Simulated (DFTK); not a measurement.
**MgO in DFTK: the effect of functional**

The system is MgO.

```
Mg O
1.0
     0.00000    2.09700    2.09700
     2.09700    0.00000    2.09700
     2.09700    2.09700    0.00000
Mg O
1 1
Direct
  0.00000 0.00000 0.00000
  0.50000 0.50000 0.50000
```

The cell is a database's computed one.

Alike in all runs:

| Property | Result |
| --- | --- |
| Program | DFTK 0.8.2 |
| Task | single point |
| Potentials or basis | SG15 1.2 (PBE) |
| Cutoff | 1225 eV |
| k mesh | 2 × 2 × 2 |
| Occupations | fermi-dirac, width 0.05 eV |
| Spin | no spin polarisation |

Q: One run gave: gap on the mesh 6.44 eV. Which functional did it use?
A. r2SCAN
B. r2SCANh
C. r2SCAN0

A: B.

```csv
functional,gap on the mesh (eV)
r2SCAN,5.41
r2SCANh,6.44
r2SCAN0,7.97
```

Caveats: all runs use coarse meshes; the program's treatment of exact exchange at zero wave vector lowers gaps by one to five hundredths of an eV on this mesh and cutoff (some runs).

